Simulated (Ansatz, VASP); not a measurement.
**Two plane-wave programs on MgB2**

INCAR

```
PREC = Accurate
ENCUT = 520
EDIFF = 1E-7
ISMEAR = 0
SIGMA = 0.1
LREAL = False
LASPH = True
NELM = 80
ALGO = Normal
ISIF = 2
LWAVE = False
LCHARG = True
GGA = PS
LELF = True
LVHAR = True
NBANDS = 11
```

Contents of KPOINTS:

```
Automatic mesh
0
Gamma
  15 15 12
```

The input POSCAR:

```
MgB2
1.0
    3.1086009609      0.0000000000      0.0000000000
   -1.5543004805      2.6921274024      0.0000000000
    0.0000000000      0.0000000000      3.6556409500
Mg B
1 2
Direct
    0.0000000000      0.0000000000      0.0000000000
    0.3333333333      0.6666666667      0.5000000000
    0.6666666667      0.3333333333      0.5000000000
```

Input for Ansatz:

```yaml
crystal:
  lattice:
    - [3.1086009609, 0.0, 0.0]
    - [-1.5543004805, 2.6921274024, 0.0]
    - [0.0, 0.0, 3.65564095]
  atoms:
    - { symbol: Mg, position: [0.0, 0.0, 0.0] }
    - { symbol: B, position: [0.3333333333, 0.6666666667, 0.5] }
    - { symbol: B, position: [0.6666666667, 0.3333333333, 0.5] }
basis:
  ecutwfc: 420
kpoints:
  mp_grid: { grid: [15, 15, 12] }
hamiltonian:
  xc: pbesol
scf:
  occupations: { method: gaussian, width: 0.1 }
output:
  forces: true
  stress: true
  eigenvalues: true
  write_density: true
  write_potential: true
  elf: true
  volumetric_format: npy
```

Alike in both runs: task single point; functional PBEsol; k mesh 15 × 15 × 12; occupations gaussian, width 0.1 eV; no spin polarisation.

|  | VASP | Ansatz |
| --- | --- | --- |
| version | VASP 6.6.1 | Ansatz 0.2.0 |
| potentials or method | VASP PAW PBE potentials, release 64 (Mg, B) | scalar-relativistic, plane waves, PAW |
| plane-wave cutoff (eV) | 520 | 420 |
| valence electrons in the cell | 8 | 16 |

|  | VASP | Ansatz | Ansatz less VASP |
| --- | --- | --- | --- |
| gap on the k mesh at the Fermi level (eV) | none | none | - |
| pressure (GPa) | -8.9 | -8.9 | +0.06 |
| largest component of the traceless stress (GPa) | 2.51 | 2.35 | -0.163 |

A gap of «none» marks a metal or a gap that the smearing closes. The two sets of potentials don't hold the same shells in valence.

Caveats: the PAW data sets were made with another functional, which shifts forces and pressure a little (VASP).
